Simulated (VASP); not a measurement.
The system is Hf.

```
Hf
1.0
    -1.77231    1.77231    1.77231
     1.77231   -1.77231    1.77231
     1.77231    1.77231   -1.77231
Hf
1
Direct
  0.00000 0.00000 0.00000
```

This isn't the form of Hf at room conditions, which is hcp.

```yaml
Program: VASP 6.6.1
Task: relaxation of cell and atoms
Functional: PBEsol
Potentials_or_basis: VASP PAW PBE potentials, release 64 (Hf_pv)
Cutoff: 600 eV
k_mesh: 16 × 16 × 16
Occupations: gaussian, width 0.1 eV
Spin: no spin polarisation
```

At the start: pressure -4.9 GPa; volume 22.27 Å³/atom.

Q: Where does the relaxation end?

A: Over 6 steps the energy falls by 16.6 meV/atom and the volume is 21.22 Å³/atom (-4.7 %); space group Im-3m (No. 229, to 0.05 Å).

Step by step:
```
step  energy change (eV)  largest force (eV/Å)  pressure (GPa)  volume (Å³)
   1              0.0000                0.0000           -4.88        22.27
   2              0.0028                0.0000            6.06        20.15
   3             -0.0166                0.0000           -0.05        21.23
   4             -0.0166                0.0000            0.06        21.20
   5             -0.0166                0.0000           -0.05        21.23
   6             -0.0166                0.0000            0.00        21.22
```

Final structure:
```xyz
1
Lattice="-1.7440 1.7440 1.7440 1.7440 -1.7440 1.7440 1.7440 1.7440 -1.7440" Properties=species:S:1:pos:R:3 pbc="T T T"
Hf    0.0000    0.0000    0.0000
```

Caveat: the PAW data sets were made with another functional, which shifts forces and pressure a little.
